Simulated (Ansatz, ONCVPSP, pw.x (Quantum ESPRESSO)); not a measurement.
# What a changed setting does to a pw.x run (bcc Co)

Potential: optimised norm-conserving Vanderbilt (ONCV), ONCVPSP 4.0.1.1 (patched build), PBE; core [Ar], reference 3d7 4s2; waves: 4s: rc 2.60 bohr, ncon 4, nbas 9, qcut 2.9 1/bohr, 2 projectors, debl 3.2 Ha; p scattering state at 0.18 Ha: rc 1.95 bohr, ncon 3, nbas 6, qcut 4.7 1/bohr, 2 projectors, debl 2.8 Ha; 3d: rc 1.45 bohr, ncon 5, nbas 10, qcut 12.7 1/bohr, 2 projectors, debl 2.8 Ha; local part: polynomial inside 1.35 bohr (lpopt 5, dvloc0 0 Ha); core correction: Teter function fitted to the true core (icmod 2), fcfact 0.4.

The reference run (k-mesh 17³, cutoffs 155/620 Ry, Fermi–Dirac 0.01 Ry, mixing_beta 0.4, conv_thr 1e-9, no spin) gives -1.39 GPa at 10.618 Å³/atom, where all-electron LAPW gives -0.22 GPa. This run, with its own iteration cap, changes diagonalization to cg.

```
&control
  calculation='scf', prefix='x', pseudo_dir='./', outdir='./tmp', tstress=.true., disk_io='none'
/
&system
  ibrav=0, nat=1, ntyp=1, ecutwfc=155, ecutrho=620, nbnd=12,
  occupations='smearing', smearing='fd', degauss=0.01
/
&electrons
  conv_thr=1e-09, mixing_beta=0.4, electron_maxstep=70, diagonalization='cg'
/
ATOMIC_SPECIES
Co 1.0 Co.UPF
CELL_PARAMETERS angstrom
  -1.38461036 1.38461036 1.38461036
  1.38461036 -1.38461036 1.38461036
  1.38461036 1.38461036 -1.38461036
ATOMIC_POSITIONS crystal
Co 0.0000 0.0000 0.0000
K_POINTS automatic
17 17 17 0 0 0
```

```bash
pw.x < Co.scf.in > Co.scf.out
```

Q: How does the run end?

A: It converges in 18 iterations; the free energy moves by +0.0 meV/atom and the pressure by -0.01 GPa. The result is that of the reference run.

```
Message from routine setup:
     using ibrav=0 with symmetry is DISCOURAGED, use correct ibrav instead
     lattice parameter (alat)  =       4.5320  a.u.
     unit-cell volume          =      71.6538 (a.u.)^3
     number of electrons       =         9.00
     number of Kohn-Sham states=           12
     kinetic-energy cutoff     =     155.0000  Ry
     charge density cutoff     =     620.0000  Ry
     scf convergence threshold =      1.0E-09
     Exchange-correlation= PBE
     number of k points=   165  Fermi-Dirac smearing, width (Ry)=  0.0100
     iteration #  1     ecut=   155.00 Ry     beta= 0.40
     c_bands:  1 eigenvalues not converged
     c_bands:  1 eigenvalues not converged
     total energy              =     -62.51284672 Ry
     estimated scf accuracy    <       0.00779208 Ry
     iteration #  2     ecut=   155.00 Ry     beta= 0.40
     total energy              =     -62.51590729 Ry
     estimated scf accuracy    <       0.00104252 Ry
     iteration #  3     ecut=   155.00 Ry     beta= 0.40
     total energy              =     -62.51606875 Ry
     estimated scf accuracy    <       0.00009982 Ry
     iteration #  4     ecut=   155.00 Ry     beta= 0.40
     total energy              =     -62.51608432 Ry
     estimated scf accuracy    <       0.00003196 Ry
     iteration #  5     ecut=   155.00 Ry     beta= 0.40
     total energy              =     -62.51609468 Ry
     estimated scf accuracy    <       0.00001587 Ry
     iteration #  6     ecut=   155.00 Ry     beta= 0.40
     total energy              =     -62.51609865 Ry
     estimated scf accuracy    <       0.00000121 Ry
     [... 6 iterations left out ...]
     iteration # 13     ecut=   155.00 Ry     beta= 0.40
     total energy              =     -62.51609903 Ry
     estimated scf accuracy    <       0.00000001 Ry
     iteration # 14     ecut=   155.00 Ry     beta= 0.40
     total energy              =     -62.51609903 Ry
     estimated scf accuracy    <          9.6E-09 Ry
     iteration # 15     ecut=   155.00 Ry     beta= 0.40
     total energy              =     -62.51609903 Ry
     estimated scf accuracy    <          9.7E-09 Ry
     iteration # 16     ecut=   155.00 Ry     beta= 0.40
     total energy              =     -62.51609903 Ry
     estimated scf accuracy    <          7.1E-09 Ry
     iteration # 17     ecut=   155.00 Ry     beta= 0.40
     total energy              =     -62.51609903 Ry
     estimated scf accuracy    <          2.6E-09 Ry
     iteration # 18     ecut=   155.00 Ry     beta= 0.40
     the Fermi energy is    14.2794 ev
!    total energy              =     -62.51609903 Ry
     estimated scf accuracy    <          4.0E-10 Ry
     smearing contrib. (-TS)   =      -0.01394570 Ry
     The total energy is F=E-TS. E is the sum of the following terms:
     one-electron contribution =       0.17339458 Ry
     hartree contribution      =      11.76491274 Ry
     xc contribution           =     -18.11062359 Ry
     ewald contribution        =     -56.32983706 Ry
     convergence has been achieved in  18 iterations
          total   stress  (Ry/bohr**3)                   (kbar)     P=      -13.95
     Message from routine punch:
     Nothing written, as per user request (disk_io='none')
```

The run took about 4.6 min on one core of a shared host (Neoverse-N1, 64 threads, 124 GiB, load 63).
